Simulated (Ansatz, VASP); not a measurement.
# One calculation of BN, two programs

INCAR

```
PREC = Accurate ; ENCUT = 520
EDIFF = 1E-7 ; ISMEAR = -1
SIGMA = 0.05 ; LREAL = False
LASPH = True ; NELM = 80
ALGO = Normal ; ISIF = 2
LWAVE = False ; LCHARG = False
GGA = PE ; NBANDS = 11
```

File KPOINTS:

```
Automatic mesh
0
Gamma
  12 12 12
```

Contents of POSCAR:

```
BN
1.0
    1.2594075994      0.7271193165      3.3952723682
   -1.2594075994      0.7271193165      3.3952723682
    0.0000000000     -1.4542386330      3.3952723682
N B
1 1
Direct
    0.6672382000      0.6672382000      0.6672382000
    0.0003288000      0.0003288000      0.0003288000
```

The input input.yaml:

```yaml
crystal:
  lattice:
    - [1.2594075994, 0.7271193165, 3.3952723682]
    - [-1.2594075994, 0.7271193165, 3.3952723682]
    - [0.0, -1.454238633, 3.3952723682]
  atoms:
    - { symbol: "N", position: [0.6672382, 0.6672382, 0.6672382] }
    - { symbol: B, position: [0.0003288, 0.0003288, 0.0003288] }
hamiltonian:
  xc: pbe
  pseudopotentials: { kind: paw }
kpoints:
  mp_grid: { grid: [12, 12, 12] }
scf:
  occupations: { method: fermi_dirac, width: 0.05 }
output:
  forces: true
  stress: true
  eigenvalues: true
  write_density: true
  write_potential: true
  elf: true
  volumetric_format: npy
```

Change from the starting cell: volume scaled by 1.02.

Alike in both runs: task single point; functional PBE; k mesh 12 × 12 × 12; occupations fermi-dirac, width 0.05 eV; no spin polarisation.

```csv
,VASP,Ansatz
version,VASP 6.6.1,Ansatz 0.2.0
potentials or method,"VASP PAW PBE potentials, release 64 (N, B)",Ansatz PAW
plane-wave cutoff (eV),520,420
valence electrons in the cell,8,8
```

Ansatz gave:

```
gap on the k mesh at the Fermi level (eV)       : 4.26
least direct gap on the mesh (eV)               : 4.65
pressure (GPa)                                  : -1.1
largest component of the traceless stress (GPa) : 3.29
```

Q: Estimate VASP's values.

A: gap on the k mesh at the Fermi level (eV): 4.26; least direct gap on the mesh (eV): 4.65; pressure (GPa): -1.1; largest component of the traceless stress (GPa): 3.09.

With one functional, cell and mesh, what is left measures potentials, basis and numerics.

Caveats: the pressure holds a Pulay correction of +0.6 GPa for the finite cutoff (Ansatz). A k mesh can miss the band edges.
